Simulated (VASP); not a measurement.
# NaH (Fm-3m) in VASP: settings compared

Aim: see how the results for NaH move with the level of theory and the settings. Levels: PBE, PBE+D3(BJ), PBEsol. Tasks: relaxation of cell and atoms.

All numbers are computed with VASP 6.6.1; they aren't measurements. Logs are shortened: lines on timing, memory, paths and dates and some standing lists are left out, and cuts for length are marked.

### Step 1. The structure

It takes space group Fm-3m (No. 225, cubic). The conventional cell has a = 4.773 Å, b = 4.773 Å, c = 4.773 Å, α = 90.00°, β = 90.00°, γ = 90.00°. Na (site symmetry m-3m) is surrounded by 6 H at 2.39 Å. Around H (site symmetry m-3m) lie 6 Na at 2.39 Å.

The cell is a database's computed one.

### Step 2. Relaxation of cell and atoms, PBE

File INCAR:

```
SYSTEM = NaH
  PREC = Accurate
  ENCUT = 600
  EDIFF = 1E-7
  ISMEAR = 0
  SIGMA = 0.02
  LREAL = .FALSE.
  LASPH = .TRUE.
  NELM = 80
  ALGO = Normal
  ISIF = 3
  LWAVE = .FALSE.
  LCHARG = .FALSE.
  GGA = PE
  IBRION = 2
  NSW = 90
  EDIFFG = -0.005
```

File KPOINTS:

```
Automatic mesh
0
G
  8 8 8
  0 0 0
```

File POSCAR:

```
NaH
1.0
    0.0000000000      2.3864216700      2.3864216700
    2.3864216700      0.0000000000      2.3864216700
    2.3864216700      2.3864216700      0.0000000000
Na H
1 1
Direct
    0.0000000000      0.0000000000      0.0000000000
    0.5000000000      0.5000000000      0.5000000000
```

Potentials or basis: VASP PAW PBE potentials, release 64 (Na_pv, H).

The run is started by

```
$ cat potpaw_PBE.64/Na_pv/POTCAR potpaw_PBE.64/H/POTCAR > POTCAR
$ mpirun -np 1 vasp_std > vasp.out
```

OUTCAR:

```text
SYSTEM = NaH
   PREC = Accurate
   ENCUT = 600
   EDIFF = 1E-7
   ISMEAR = 0
   LREAL = .FALSE.
   LASPH = .TRUE.
   NELM = 80
   ISIF = 3
   GGA = PE
   IBRION = 2
   NSW = 90
   EDIFFG = -0.005

 ion  position               nearest neighbor table
   1  0.000  0.000  0.000-
   2  0.500  0.500  0.500-

  LATTYP: Found a face centered cubic cell.
 ALAT       =     4.7728433400

  Lattice vectors:

 A1 = (   0.0000000000,   2.3864216700,   2.3864216700)
 A2 = (   2.3864216700,   0.0000000000,   2.3864216700)
 A3 = (   2.3864216700,   2.3864216700,   0.0000000000)

Analysis of symmetry for initial positions (statically):
=====================================================================
 Subroutine PRICEL returns:
 Original cell was already a primitive cell.

 Routine SETGRP: Setting up the symmetry group for a
 face centered cubic supercell.

 Subroutine GETGRP returns: Found 48 space group operations
 (whereof 48 operations were pure point group operations)
 out of a pool of 48 trial point group operations.

The static configuration has the point symmetry O_h .

Analysis of symmetry for dynamics (positions and initial velocities):
=====================================================================
 Subroutine PRICEL returns:
 Original cell was already a primitive cell.

 Routine SETGRP: Setting up the symmetry group for a
 face centered cubic supercell.

 Subroutine GETGRP returns: Found 48 space group operations
 (whereof 48 operations were pure point group operations)
 out of a pool of 48 trial point group operations.

The dynamic configuration has the point symmetry O_h .

 Subroutine INISYM returns: Found 48 space group operations
 (whereof 48 operations are pure point group operations),
 and found     1 'primitive' translations

----------------------------------------------------------------------------------------

                                     Primitive cell

  volume of cell :      27.1814

  direct lattice vectors                    reciprocal lattice vectors
     0.000000000  2.386421670  2.386421670    -0.209518714  0.209518714  0.209518714
     2.386421670  0.000000000  2.386421670     0.209518714 -0.209518714  0.209518714
     2.386421670  2.386421670  0.000000000     0.209518714  0.209518714 -0.209518714

  length of vectors
     3.374909891  3.374909891  3.374909891     0.362897058  0.362897058  0.362897058

  position of ions in fractional coordinates (direct lattice)
     0.000000000  0.000000000  0.000000000
     0.500000000  0.500000000  0.500000000

  ion indices of the primitive-cell ions
   primitive index   ion index
                 1           1
                 2           2

----------------------------------------------------------------------------------------

 KPOINTS: Automatic mesh

Automatic generation of k-mesh.
 Grid dimensions read from file:
 generate k-points for:    8    8    8

 Generating k-lattice:

  Cartesian coordinates                     Fractional coordinates (reciprocal lattice)
    -0.026189839  0.026189839  0.026189839     0.125000000  0.000000000  0.000000000
     0.026189839 -0.026189839  0.026189839     0.000000000  0.125000000  0.000000000
     0.026189839  0.026189839 -0.026189839     0.000000000  0.000000000  0.125000000

  Length of vectors
     0.045362132  0.045362132  0.045362132

  Shift w.r.t. Gamma in fractional coordinates (k-lattice)
     0.000000000  0.000000000  0.000000000

 Subroutine IBZKPT returns following result:
 ===========================================

 Found     29 irreducible k-points:

 Following reciprocal coordinates:
            Coordinates               Weight
  0.000000  0.000000  0.000000      1.000000
  0.125000  0.000000  0.000000      8.000000
  0.250000  0.000000  0.000000      8.000000
  0.375000  0.000000  0.000000      8.000000
  0.500000  0.000000  0.000000      4.000000
  0.125000  0.125000  0.000000      6.000000
[... 16 lines left out ...]
  0.500000  0.250000  0.125000     48.000000
 -0.375000  0.250000  0.125000     24.000000
 [... further k-points ...]
   k-points           NKPTS =     29   k-points in BZ     NKDIM =     29   number of bands    NBANDS=      8
   number of dos      NEDOS =    301   number of ions     NIONS =      2
   total plane-waves  NPLWV =  21952
   dimension x,y,z NGX =    28 NGY =   28 NGZ =   28
   dimension x,y,z NGXF=    56 NGYF=   56 NGZF=   56
   ions per type =               1   1
   NGX,Y,Z   is equivalent  to a cutoff of  13.79, 13.79, 13.79 a.u.
   NGXF,Y,Z  is equivalent  to a cutoff of  27.59, 27.59, 27.59 a.u.
 SYSTEM =  NaH
   PREC   = accura    normal or accurate (medium, high low for compatibility)
   ISTART =      0    job   : 0-new  1-cont  2-samecut
   ICHARG =      2    charge: 1-file 2-atom 10-const
   ISPIN  =      1    spin polarized calculation?
   LNONCOLLINEAR =      F non collinear calculations
   LSORBIT =      F    spin-orbit coupling
   LASPH  =      T    aspherical Exc in radial PAW
   ENCUT  =  600.0 eV  44.10 Ry    6.64 a.u.   6.74  6.74  6.74*2*pi/ulx,y,z
   NELM   =     80;   NELMIN=  2; NELMDL= -5     # of ELM steps
   EDIFF  = 0.1E-06   stopping-criterion for ELM
   LREAL  =      F    real-space projection
   EDIFFG = -.5E-02   stopping-criterion for IOM
   NSW    =     90    number of steps for IOM
   IBRION =      2    ionic relax: 0-MD 1-quasi-New 2-CG
   NFREE  =      1    steps in history (QN), initial steepest desc. (CG)
   ISIF   =      3    stress and relaxation
   ISYM   =      2    0-nonsym 1-usesym 2-fastsym
   POTIM  = 0.5000    time-step for ionic-motion
   TEBEG  =    0.0;   TEEND  =   0.0 temperature during run
   PSTRESS=    0.0 pullay stress
   NELECT =       8.0000    total number of electrons
   NUPDOWN=      -1.0000    fix difference up-down
   EMIN   =  10.00;   EMAX   =-10.00  energy-range for DOS
   EFERMI =   0.00;   METHOD = LEGACY
   ISMEAR =     0;   SIGMA  =   0.02  broadening in eV -4-tet -1-fermi 0-gaus
   EFERMI_NEDOS =   21; number of points for ismear=-14 and -15
   IALGO  =     38    algorithm
   IMIX   =      4    mixing-type and parameters
     AMIX     =   0.40;   BMIX     =  1.00
     AMIX_MAG =   1.60;   BMIX_MAG =  1.00
  volume/ion in A,a.u.               =      13.59        91.71
  Fermi-wavevector in a.u.,A,eV,Ry     =   1.088966  2.057847 16.134427  1.185847
  Thomas-Fermi vector in A             =   2.225159
   LORBIT       =      0    0 simple, 1 ext, 2 COOP (PROOUT), +10 PAW based schemes
   GGA     = PE    functional components
   LHFCALC =     F    Hartree Fock is set to
   AEXX    =    0.0000 exact exchange contribution
   IVDW    =     0    specifies the selected vdW correction
   LEPSILON=     F    determine dielectric tensor
   LRPA    =     F    only Hartree local field effects (RPA)
 conjugate gradient relaxation of ions
 non-spin polarized calculation
 Gauss-broadening in eV      SIGMA  =   0.02
  energy-cutoff  :      600.00
  volume of cell :       27.18
 maximum number of plane-waves:       934
   NGX = 13   NGY = 13   NGZ = 13

--------------------------------------- Ionic step        1  -------------------------------------------

 number of electron       7.9999992 magnetization

 Free energy of the ion-electron system (eV)
  ---------------------------------------------------
  ext. energy  EPLUGINS =         0.00000000
  ---------------------------------------------------
  free energy    TOTEN  =        -5.08484148 eV

  energy without entropy =       -5.08484148  energy(sigma->0) =       -5.08484148

------------------------ aborting loop because EDIFF is reached ----------------------------------------

  FORCE on cell =-STRESS in cart. coord.  units (eV):
  Direction    XX          YY          ZZ          XY          YZ          ZX
  --------------------------------------------------------------------------------------
  -------------------------------------------------------------------------------------
  Total        0.1582995      0.1582995      0.1582995      0.0000000     -0.0000000      0.0000000
  in kB        9.3307960      9.3307960      9.3307960      0.0000000     -0.0000000      0.0000000
  external PRESSURE =       9.3307960 kB  Pullay stress =       0.0000000 kB
[... 57 lines left out ...]
  energy  without entropy=       -5.0863664317  energy(sigma->0) =       -5.08636643

--------------------------------------- Ionic step        3  -------------------------------------------

 number of electron       7.9999998 magnetization

 Free energy of the ion-electron system (eV)
  ---------------------------------------------------
  ext. energy  EPLUGINS =         0.00000000
  ---------------------------------------------------
  free energy    TOTEN  =        -5.08776660 eV

  energy without entropy =       -5.08776660  energy(sigma->0) =       -5.08776660

 E-fermi :  -1.0072     XC(G=0):  -7.7736

 val. band max:       -1.1101631473   @ k =  -0.2500   0.5000   0.2500
 cond. band min:       2.6524413974   @ k =   0.5000   0.0000   0.0000
 fundamental gap:      3.7626045448
 Fermi energy:        -1.0071850573

 k-point     1 :       0.0000    0.0000    0.0000
  band No.  band energies     occupation
      1     -23.2103      2.00000
      2     -23.2103      2.00000
      3     -23.2103      2.00000
      4      -4.7308      2.00000
      5       9.3179      0.00000
      6      14.5014      0.00000
      7      14.5014      0.00000
      8      14.5014      0.00000
[... 243 lines left out ...]
 k-point    24 :      -0.3750    0.2500    0.1250
  band No.  band energies     occupation
      1     -23.2898      2.00000
      2     -23.2449      2.00000
      3     -23.2292      2.00000
      4      -1.5932      2.00000
      5       3.4369      0.00000
      6       6.7140      0.00000
      7       9.9146      0.00000
      8      13.8222      0.00000

 [... further k-points ...]

------------------------ aborting loop because EDIFF is reached ----------------------------------------

  FORCE on cell =-STRESS in cart. coord.  units (eV):
  Direction    XX          YY          ZZ          XY          YZ          ZX
  --------------------------------------------------------------------------------------
  -------------------------------------------------------------------------------------
  Total        0.0037411      0.0037411      0.0037411      0.0000000      0.0000000     -0.0000000
  in kB        0.2126970      0.2126970      0.2126970      0.0000000      0.0000000     -0.0000000
  external PRESSURE =       0.2126970 kB  Pullay stress =       0.0000000 kB
[... 17 lines left out ...]
  FREE ENERGIE OF THE ION-ELECTRON SYSTEM (eV)
  ---------------------------------------------------
  free  energy   TOTEN  =        -5.0877665988 eV

  energy  without entropy=       -5.0877665988  energy(sigma->0) =       -5.08776660

 reached required accuracy - stopping structural energy minimisation
```

Run time: 12 s. Hardware: 1 thread of Intel Xeon Platinum 8488C (Sapphire Rapids), shared host; peak memory 0.14 GiB.

Results:

```
Free energy                            : -5.0878 eV
Relaxed volume                         : 14.09 Å³/atom
Relaxed cell                           : a = 3.416 Å, b = 3.416 Å, c = 3.416 Å, α = 60.00°, β = 60.00°, γ = 60.00°
Space group after relaxing (to 0.05 Å) : Fm-3m (No. 225)
Energy gained by relaxing              : 1.5 meV/atom
Ionic steps                            : 3
Pressure after relaxing                : 0.0 GPa
Band gap on the k mesh                 : 3.76 eV, indirect (least direct gap 4.62 eV)
```

The path:
```tsv
step	energy change (eV)	largest force (eV/Å)	pressure (GPa)	volume (Å³)
1	0.0000	0.0000	0.93	27.18
2	-0.0015	0.0000	0.63	27.49
3	-0.0029	0.0000	0.02	28.18
```

Final structure:
```cif
data_structure
_symmetry_space_group_name_H-M 'P 1'
_symmetry_Int_Tables_number 1
_cell_length_a 3.4158
_cell_length_b 3.4158
_cell_length_c 3.4158
_cell_angle_alpha 60.000
_cell_angle_beta 60.000
_cell_angle_gamma 60.000
_cell_volume 28.18
loop_
_atom_site_label
_atom_site_type_symbol
_atom_site_fract_x
_atom_site_fract_y
_atom_site_fract_z
_atom_site_occupancy
Na1 Na 0.00000 0.00000 0.00000 1
H1 H 0.50000 0.50000 0.50000 1
```

Levels at points of the mesh, in eV from the valence-band top:
```
           k point  band 1  band 2  band 3  band 4  band 5  band 6  band 7  band 8
(0.00, 0.00, 0.00)  -22.10  -22.10  -22.10   -3.62   10.43   15.61   15.61   15.61
(0.50, 0.00, 0.00)  -22.19  -22.11  -22.11   -0.86    3.76   10.79   13.39   13.39
(0.50, 0.50, 0.00)  -22.18  -22.13  -22.13   -0.18    4.64   10.04   10.68   10.68
```

A k mesh can miss the band edges. PBE gaps usually lie below the measured ones, often by a third to a half.

### Step 3. Relaxation of cell and atoms, PBE+D3(BJ)

Changes to INCAR since step 2:

```diff
@@ -14,2 +14,3 @@
   GGA = PE
+  IVDW = 12
   IBRION = 2
```

KPOINTS is that of step 2.

POSCAR is that of step 2.

Potentials or basis: VASP PAW PBE potentials, release 64 (Na_pv, H).

The run is started by

```
$ cat potpaw_PBE.64/Na_pv/POTCAR potpaw_PBE.64/H/POTCAR > POTCAR
$ mpirun -np 1 vasp_std > vasp.out
```

OUTCAR:

```text
SYSTEM = NaH
   PREC = Accurate
   ENCUT = 600
   EDIFF = 1E-7
   ISMEAR = 0
   LREAL = .FALSE.
   LASPH = .TRUE.
   NELM = 80
   ISIF = 3
   GGA = PE
   IVDW = 12
   IBRION = 2
   NSW = 90
   EDIFFG = -0.005
 IVDW          = 12

 ion  position               nearest neighbor table
   1  0.000  0.000  0.000-
   2  0.500  0.500  0.500-

  LATTYP: Found a face centered cubic cell.
 ALAT       =     4.7728433400

  Lattice vectors:

 A1 = (   0.0000000000,   2.3864216700,   2.3864216700)
 A2 = (   2.3864216700,   0.0000000000,   2.3864216700)
 A3 = (   2.3864216700,   2.3864216700,   0.0000000000)

Analysis of symmetry for initial positions (statically):
=====================================================================
 Subroutine PRICEL returns:
 Original cell was already a primitive cell.

 Routine SETGRP: Setting up the symmetry group for a
 face centered cubic supercell.

 Subroutine GETGRP returns: Found 48 space group operations
 (whereof 48 operations were pure point group operations)
 out of a pool of 48 trial point group operations.

The static configuration has the point symmetry O_h .

Analysis of symmetry for dynamics (positions and initial velocities):
=====================================================================
 Subroutine PRICEL returns:
 Original cell was already a primitive cell.

 Routine SETGRP: Setting up the symmetry group for a
 face centered cubic supercell.

[... 146 lines left out ...]

 Free energy of the ion-electron system (eV)
  ---------------------------------------------------
  ext. energy  EPLUGINS =         0.00000000
  ---------------------------------------------------
  free energy    TOTEN  =        -5.08484148 eV

  energy without entropy =       -5.08484148  energy(sigma->0) =       -5.08484148

------------------------ aborting loop because EDIFF is reached ----------------------------------------

 Edisp (eV)   -0.29789

 E8    (eV) :    -0.1291
[... 111 lines left out ...]
--------------------------------------- Ionic step        4  -------------------------------------------

 number of electron       8.0000001 magnetization

 Free energy of the ion-electron system (eV)
  ---------------------------------------------------
  ext. energy  EPLUGINS =         0.00000000
  ---------------------------------------------------
  free energy    TOTEN  =        -5.07679558 eV

  energy without entropy =       -5.07679558  energy(sigma->0) =       -5.07679558

 E-fermi :  -0.6897     XC(G=0):  -8.0133

 val. band max:       -0.8767093506   @ k =  -0.2500   0.5000   0.2500
 cond. band min:       3.0053728749   @ k =   0.5000   0.0000   0.0000
 fundamental gap:      3.8820822255
 Fermi energy:        -0.6896948277

 k-point     1 :       0.0000    0.0000    0.0000
  band No.  band energies     occupation
      1     -22.8570      2.00000
      2     -22.8570      2.00000
      3     -22.8570      2.00000
      4      -4.6991      2.00000
      5      10.1881      0.00000
      6      15.2674      0.00000
      7      15.2674      0.00000
      8      15.2674      0.00000
[... 243 lines left out ...]
 k-point    24 :      -0.3750    0.2500    0.1250
  band No.  band energies     occupation
      1     -22.9580      2.00000
      2     -22.9006      2.00000
      3     -22.8806      2.00000
      4      -1.3797      2.00000
      5       3.8248      0.00000
      6       7.2259      0.00000
      7      10.6212      0.00000
      8      14.7522      0.00000

 [... further k-points ...]

------------------------ aborting loop because EDIFF is reached ----------------------------------------

 Edisp (eV)   -0.30839

 E8    (eV) :    -0.1336
[... 25 lines left out ...]
  FREE ENERGIE OF THE ION-ELECTRON SYSTEM (eV)
  ---------------------------------------------------
  free  energy   TOTEN  =        -5.3851859981 eV

  energy  without entropy=       -5.3851859981  energy(sigma->0) =       -5.38518600

 reached required accuracy - stopping structural energy minimisation
```

CONTCAR:

```text
NaH
   1.00000000000000
    -0.0000000000000000    2.3592705419542037    2.3592705419542037
     2.3592705419542037   -0.0000000000000000    2.3592705419542037
     2.3592705419542037    2.3592705419542037    0.0000000000000000
  Na              H
     1     1
Direct
     1.0000000000000000    0.0000000000000000    1.0000000000000000
     0.5000000000000000    0.5000000000000000    0.5000000000000000

  0.00000000E+00  0.00000000E+00  0.00000000E+00
  0.00000000E+00  0.00000000E+00  0.00000000E+00
```

It took 19 s on 1 thread of Intel Xeon Platinum 8488C (Sapphire Rapids), shared host; peak memory 0.15 GiB.

Results:

```yaml
Free_energy: -5.3852 eV
Relaxed_volume: 13.13 Å³/atom
Relaxed_cell: a = 3.337 Å, b = 3.337 Å, c = 3.337 Å, α = 60.00°, β = 60.00°, γ = 60.00°
Space_group_after_relaxing_to_0.05_Å: Fm-3m (No. 225)
Energy_gained_by_relaxing: 1.2 meV/atom
Ionic_steps: 4
Pressure_after_relaxing: 0.0 GPa
Band_gap_on_the_k_mesh: 3.88 eV, indirect (least direct gap 4.77 eV)
Dispersion_energy_per_atom: -0.154 eV
```

Step by step:
```tsv
step	energy change (eV)	largest force (eV/Å)	pressure (GPa)	volume (Å³)
1	0.0000	0.0000	-0.83	27.18
2	-0.0012	0.0000	-0.59	26.90
3	-0.0024	0.0000	-0.11	26.38
4	-0.0025	0.0000	0.01	26.26
```

Final structure:
```yaml
crystal:
  lattice:
    - [0.00000, 2.35927, 2.35927]
    - [2.35927, 0.00000, 2.35927]
    - [2.35927, 2.35927, 0.00000]
  atoms:
    - { symbol: Na, position: [0.00000, 0.00000, 0.00000] }
    - { symbol: H, position: [0.50000, 0.50000, 0.50000] }
```

(Continued in part 2 of 2.)
